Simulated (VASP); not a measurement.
Wanted: the native input for a VASP 6.6.1 run.

```yaml
Task: relaxation of cell and atoms
Functional: PBEsol
Potentials_or_basis: VASP PAW PBE potentials, release 64 (Ag)
Cutoff: 580 eV
k_mesh: 18 × 18 × 18
Occupations: gaussian, width 0.1 eV
Spin: no spin polarisation
Further_INCAR_settings: ALGO = Normal; EDIFF = 1e-07; IBRION = 2; EDIFFG = -0.005; NSW = 90; ISIF = 3
```

The structure of Ag lies in POSCAR:

```
Ag
1.0
    0.0000000000      2.0675000000      2.0675000000
    2.0675000000      0.0000000000      2.0675000000
    2.0675000000      2.0675000000      0.0000000000
Ag
1
Direct
    0.0000000000      0.0000000000      0.0000000000
```

The input as run:

INCAR

```
SYSTEM = Ag
ALGO = Normal
EDIFF = 1E-7
EDIFFG = -0.005
ENCUT = 580
GGA = PS
IBRION = 2
ISIF = 3
ISMEAR = 0
LASPH = .TRUE.
LCHARG = .FALSE.
LREAL = .FALSE.
LWAVE = .FALSE.
NELM = 100
NSW = 90
PREC = Accurate
SIGMA = 0.1
```

KPOINTS

```
k-points
0
G
  18 18 18
  0 0 0
```

Potentials or basis: VASP PAW PBE potentials, release 64 (Ag).

Launch:

```sh
$ cat potpaw_PBE.64/Ag/POTCAR > POTCAR
$ mpirun -np 1 vasp_std > vasp.out
```

Results of the run:

| Quantity | Value |
| --- | --- |
| Relaxed volume | 16.63 Å³/atom |
| Relaxed cell | a = 2.865 Å, b = 2.865 Å, c = 2.865 Å, α = 60.00°, β = 60.00°, γ = 60.00° |
| Space group after relaxing (to 0.05 Å) | Fm-3m (No. 225) |
| Energy gained by relaxing | 21.6 meV/atom |
| Ionic steps | 3 |
| Pressure after relaxing | 0.0 GPa |
| Band gap on the k mesh | none (metal or under the smearing width) |

Caveat: the PAW data sets were made with another functional, which shifts forces and pressure a little.

It took 31 s on 1 thread of AMD EPYC 9R45 96-Core Processor (Zen 5), with other jobs on the host, peak memory 0.15 GiB.
